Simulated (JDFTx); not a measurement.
# Ta: equation of state with PBEsol

**Experimental background.**

“Pressure effects on the electronic structure and superconductivity of (TaNb)0.67(HfZrTi)0.33 high entropy alloy”, 2019, arxiv:1910.08312 quotes, for a bulk crystal of Ta: bulk modulus 194 GPa.

Crystal: Ta.

```
Ta
1.0
    -1.65128    1.65128    1.65128
     1.65128   -1.65128    1.65128
     1.65128    1.65128   -1.65128
Ta
1
Direct
  0.00000 0.00000 0.00000
```

```
Program                                 : JDFTx 1.7.0 (patched build)
Task                                    : equation of state
Functional                              : PBEsol
Potentials or basis                     : PseudoDojo-SR-PBEsol-0.4.1-standard with smoothed tails
Cutoff                                  : 789 eV
Density cutoff                          : 3157 eV
k mesh                                  : 11 × 11 × 11
Occupations                             : fermi-dirac, width 0.05 eV
Spin                                    : no spin polarisation
Local potential set to -Z/r beyond      : 6 bohr
Bands                                   : 12
Density cutoff over wavefunction cutoff : 4
Max SCF steps                           : 100
SCF threshold on the energy             : 1e-09 Ha
Solver of the electrons                 : scf
```

| Quantity | Value |
| --- | --- |
| Equilibrium volume | 17.64 Å³/atom |
| Bulk modulus | 212 GPa |
| Pressure derivative of the bulk modulus | 4.4 |

Energy against volume, from the lowest point:
| volume (Å³/atom) | energy (meV/atom) |
| --- | --- |
| 16.930 | 20.26 |
| 17.290 | 4.70 |
| 17.650 | 0.00 |
| 18.010 | 4.99 |
| 18.371 | 18.63 |
| 18.731 | 40.05 |
| 19.091 | 68.48 |

Against the measured bulk modulus of Ta, 194 GPa (quoted in “Pressure effects on the electronic structure and superconductivity of (TaNb)0.67(HfZrTi)0.33 high entropy alloy”, 2019, arxiv:1910.08312), the calculated 212 GPa is off by +9.1 %. The fit is for a static lattice scaled at fixed shape and fixed fractional positions.

The run has no spin-orbit coupling, so splittings on Ta are missing.
